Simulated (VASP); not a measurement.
Wanted: the native input for a VASP 6.6.1 run.

- Task: relaxation of the atoms
- Functional: PBEsol
- Potentials or basis: VASP PAW PBE potentials, release 64 (Cl, H)
- Cutoff: 520 eV
- k mesh: 1 × 1 × 1
- Occupations: fermi-dirac, width 0.05 eV
- Spin: no spin polarisation
- Dipole correction: no
- Further INCAR settings: LREAL = Auto; ALGO = Normal; EDIFF = 1e-07; IBRION = 2; EDIFFG = -0.3; NSW = 35

The structure of HCl lies in POSCAR:

```
HCl
1.0
    7.4168600000      0.0000000000      0.0000000000
    0.0000000000      7.4168600000      0.0000000000
    0.0000000000      0.0000000000      7.4168600000
Cl H
8 8
Direct
    1.0447328000      0.2298070000      0.1299115000
    0.5052343000      0.7078585000      0.7229104000
    0.1259089000      0.7558959000      0.3437971000
    0.9220893000      0.7537080000      0.8992880000
    0.4342292000      0.3277280000      0.0327869000
    0.2076204000      0.4150433000      0.6333566000
    0.7126077000      0.1906536000      0.5217678000
    0.7087181000      0.9910746000      0.1601468000
    0.9549348000      0.3764627000      0.1444433000
    0.5479973000      0.6131642000      0.5851169000
    0.1012507000      0.7464581000      0.1732519000
    0.7656314000      0.7002683000      0.9487642000
    0.3946554000      0.2333858000      0.1717697000
    0.3648529000      0.4370816000      0.5657178000
    0.7364389000      0.3535745000      0.5734557000
    0.8682765000      0.9407598000      0.2024822000
```

The cell was built by a generator and needn't be a form met in nature.

These files were run (other wordings do the same):

INCAR

```
PREC     = Accurate       # precision mode
ENCUT    = 520            # plane-wave cutoff, eV
EDIFF    = 1E-7           # SCF threshold, eV
ISMEAR   = -1             # smearing method
SIGMA    = 0.05           # smearing width, eV
LREAL    = Auto         
LASPH    = T              # aspherical terms in the spheres
NELM     = 100            # most SCF steps
ALGO     = Normal         # electronic algorithm
ISIF     = 2              # what is computed and relaxed
LWAVE    = F              # write WAVECAR
LCHARG   = F              # write CHGCAR
GGA      = PS             # functional
IBRION   = 2              # ionic algorithm
NSW      = 35             # ionic steps
EDIFFG   = -0.3           # ionic threshold
```

KPOINTS

```
Automatic mesh
0
Gamma
  1 1 1
```

Potentials or basis: VASP PAW PBE potentials, release 64 (Cl, H).

Run with:

```bash
$ cat potpaw_PBE.64/Cl/POTCAR potpaw_PBE.64/H/POTCAR > POTCAR
$ mpirun -np 1 vasp_gam > vasp.out
```

It gave:

```
Energy gained by relaxing    : 78.6 meV/atom
Ionic steps                  : 33
Pressure after relaxing      : 0.3 GPa
Largest force after relaxing : 0.274 eV/Å
Band gap on the k mesh       : 5.25 eV, direct
```

Caveat: the PAW data sets were made with another functional, which shifts forces and pressure a little; the relaxation stopped at a loose force limit of 0.3 eV/Å, so its end isn't a converged minimum.

Wall time 8.4 min on 1 thread of Intel(R) Xeon(R) 6975P-C (Granite Rapids), on a shared host, peak memory 0.42 GiB.
